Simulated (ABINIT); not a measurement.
Runs of ABINIT 10.8.3 (patched build) on HgSe. The structure is cubic, space group F-43m (No. 216). The conventional cell has a = 6.078 Å, b = 6.078 Å, c = 6.078 Å, α = 90.00°, β = 90.00°, γ = 90.00°. Hg (site symmetry -43m) has 4 Se at 2.63 Å as nearest neighbours. Se (site symmetry -43m) has 4 Hg at 2.63 Å as nearest neighbours. 

```csv
task,level,potentials or basis,cell,k mesh,cutoff (eV),stop of the response cycle (tolvrs),q mesh,acoustic sum rule (asr),cell freedom (optcell),optimiser (ionmov),gap on the mesh (eV),pressure (GPa)
phonon dispersion,LDA,PseudoDojo NC SR LDA v0.4.1 standard,as given,"4 × 4 × 4, with 4 shifts",1061,1e-10,2 × 2 × 2,1,-,-,-,-0.7
single point,LDA,PseudoDojo NC SR LDA v0.4.1 standard,as given,6 × 6 × 6,1061,-,-,-,-,-,none,-0.7
single point,PBE,PseudoDojo NC SR PBE v0.4.1 standard,as given,6 × 6 × 6,1061,-,-,-,-,-,none,(a)
relaxation of cell and atoms,PBE,PseudoDojo NC SR PBE v0.4.1 standard,relaxed,6 × 6 × 6,1170,-,-,-,2,2,none,0.0
single point,PBE,PseudoDojo NC SR PBE v0.4.1 standard,cell relaxed,6 × 6 × 6,1170,-,-,-,-,-,none,0.0
single point,PBEsol,PseudoDojo NC SR PBEsol v0.4.1 standard,as given,6 × 6 × 6,1061,-,-,-,-,-,none,1.2
```

Alike in all rows: no spin polarisation; smearing fermi-dirac 0.05 eV.

**Question.** Fill in the values left out.

**Answer.** (a) 4.4.

Caveats: the mesh is coarse for a metal's response (some runs).

A k mesh can miss the band edges, and the runs leave out spin-orbit coupling on Hg, Se.

A gap of «none» marks a metal or a gap under the smearing width.
